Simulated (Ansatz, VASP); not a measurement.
## RbBr: VASP beside Ansatz

INCAR

```
SYSTEM = RbBr
ALGO     = Normal         ! electronic algorithm
EDIFF    = 1E-7           ! SCF threshold, eV
ENCUT    = 520            ! plane-wave cutoff, eV
GGA      = PE             ! functional
ISIF     = 2              ! what is computed and relaxed
ISMEAR   = 0              ! smearing method
LASPH    = .True.         ! aspherical terms in the spheres
LCHARG   = .True.         ! write CHGCAR
LELF     = .True.         ! ELF
LREAL    = .False.        ! projectors in reciprocal space
LVHAR    = .True.       
LWAVE    = .False.        ! write WAVECAR
NBANDS   = 15             ! bands
NELM     = 80             ! most SCF steps
PREC     = Accurate       ! precision mode
SIGMA    = 0.05           ! smearing width, eV
```

KPOINTS

```
k-points
0
Gamma
  6 6 6
  0 0 0
```

File POSCAR:

```
RbBr
1.0
    0.0000000000      3.3203196968      3.6523516665
    3.3203196968      0.0000000000      3.6523516665
    3.3203196968      3.3203196968      0.0000000000
Rb Br
1 1
Direct
    0.0000000000      0.0000000000      0.0000000000
    0.5000000000      0.5000000000      0.5000000000
```

Input for Ansatz:

```yaml
crystal:
  lattice:
    - [0.0, 3.3203196968, 3.6523516665]
    - [3.3203196968, 0.0, 3.6523516665]
    - [3.3203196968, 3.3203196968, 0.0]
  atoms:
    - { symbol: Rb, position: [0.0, 0.0, 0.0] }
    - { symbol: Br, position: [0.5, 0.5, 0.5] }
basis:
  ecutwfc: 420
kpoints:
  mp_grid: { grid: [6, 6, 6] }
hamiltonian:
  xc: pbe
scf:
  occupations: { method: gaussian, width: 0.05 }
output:
  forces: true
  stress: true
  eigenvalues: true
```

Alike in both runs: task single point; functional PBE; k mesh 6 × 6 × 6; occupations gaussian, width 0.05 eV; no spin polarisation.

|  | VASP | Ansatz |
| --- | --- | --- |
| version | VASP 6.6.1 | Ansatz 0.2.0 |
| potentials or method | VASP PAW PBE potentials, release 64 (Rb_sv, Br) | scalar-relativistic, plane waves, PAW |
| plane-wave cutoff (eV) | 520 | 420 |
| valence electrons in the cell | 16 | 16 |

|  | VASP | Ansatz | Ansatz less VASP |
| --- | --- | --- | --- |
| gap on the k mesh at the Fermi level (eV) | 4.30 | 4.30 | +0.003 |
| least direct gap on the mesh (eV) | 4.30 | 4.30 | +0.003 |
| pressure (GPa) | 1.4 | 1.4 | -0.03 |
| largest component of the traceless stress (GPa) | 1.85 | 1.83 | -0.021 |
